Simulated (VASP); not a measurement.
Wanted: the native input for a VASP 6.6.1 run.

```
Task                   : work function
Functional             : PBE
Potentials or basis    : VASP PAW PBE potentials, release 64 (Se, Sn_d)
Cutoff                 : 520 eV
k mesh                 : 10 × 10 × 1
Occupations            : fermi-dirac, width 0.05 eV
Spin                   : no spin polarisation
Further INCAR settings : ALGO = Fast; EDIFF = 1e-06
```

The structure of SnSe2 lies in POSCAR:

```
SnSe2
1.0
    3.8110000000      0.0000000000      0.0000000000
   -1.9055000000      3.3004228138      0.0000000000
    0.0000000000      0.0000000000     21.1000000000
Se Sn
2 1
Direct
    0.6666666667      0.3333333333      0.4265402844
    0.3333333333      0.6666666667      0.5734597156
    0.0000000000      0.0000000000      0.5000000000
```

The cell was built by a generator and needn't be a form met in nature.

The input as run:

INCAR

```
PREC = Accurate
ENCUT = 520
EDIFF = 1E-6
ISMEAR = -1
SIGMA = 0.05
LREAL = F
LASPH = T
NELM = 100
ALGO = Fast
ISIF = 2
LWAVE = F
LCHARG = T
GGA = PE
LELF = T
LVHAR = T
LVACPOTAV = T
```

KPOINTS

```
Automatic mesh
0
Gamma
  10 10 1
```

Potentials or basis: VASP PAW PBE potentials, release 64 (Se, Sn_d).

The run is started by

```console
$ cat potpaw_PBE.64/Se/POTCAR potpaw_PBE.64/Sn_d/POTCAR > POTCAR
$ mpirun -np 1 vasp_std > vasp.out
```

Results of the run:

```yaml
Largest_force: 0.650 eV/Å
Band_gap_on_the_k_mesh: 0.91 eV, indirect (least direct gap 1.22 eV)
```

Caveat: spin-orbit coupling is left out, which moves the levels of the heavy elements.

Wall time 47 s on 1 thread of Intel(R) Xeon(R) 6975P-C (Granite Rapids) (shared host), peak memory 0.37 GiB.
